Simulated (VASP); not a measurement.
Input of a VASP 6.6.1 run:

The input INCAR:

```
SYSTEM = GaP
ALGO = Fast ; EDIFF = 1E-6
EDIFFG = -0.002 ; ENCUT = 600
GGA = CA ; IBRION = 2
ISIF = 3 ; ISMEAR = 0
LASPH = .True. ; LCHARG = .False.
LREAL = .False. ; LWAVE = .False.
NELM = 100 ; NSW = 100
PREC = Accurate ; SIGMA = 0.02
```

KPOINTS

```
k-points
0
Gamma
  10 10 10
  0 0 0
```

The input POSCAR:

```
GaP
1.0
    0.0000000000      2.7200000000      2.7200000000
    2.7200000000      0.0000000000      2.7200000000
    2.7200000000      2.7200000000      0.0000000000
Ga P
1 1
Direct
    0.0000000000      0.0000000000      0.0000000000
    0.2500000000      0.2500000000      0.2500000000
```

Potentials or basis: VASP PAW LDA potentials, release 64 (Ga_d, P).

The run is started by

```console
$ cat potpaw_LDA.64/Ga_d/POTCAR potpaw_LDA.64/P/POTCAR > POTCAR
$ mpirun -np 1 vasp_std > vasp.out
```

(1) Estimate the relaxed cell.

(2) What does it give for the band gap on the k mesh?

(3) Predict the relaxed volume.

(4) Predict the space group after relaxing (to 0.05 Å).

## Answers

(1) a = 3.814 Å, b = 3.814 Å, c = 3.814 Å, α = 60.00°, β = 60.00°, γ = 60.00°.

(2) 1.40 eV, indirect (least direct gap 1.90 eV).

(3) 19.62 Å³/atom.

(4) F-43m (No. 216).
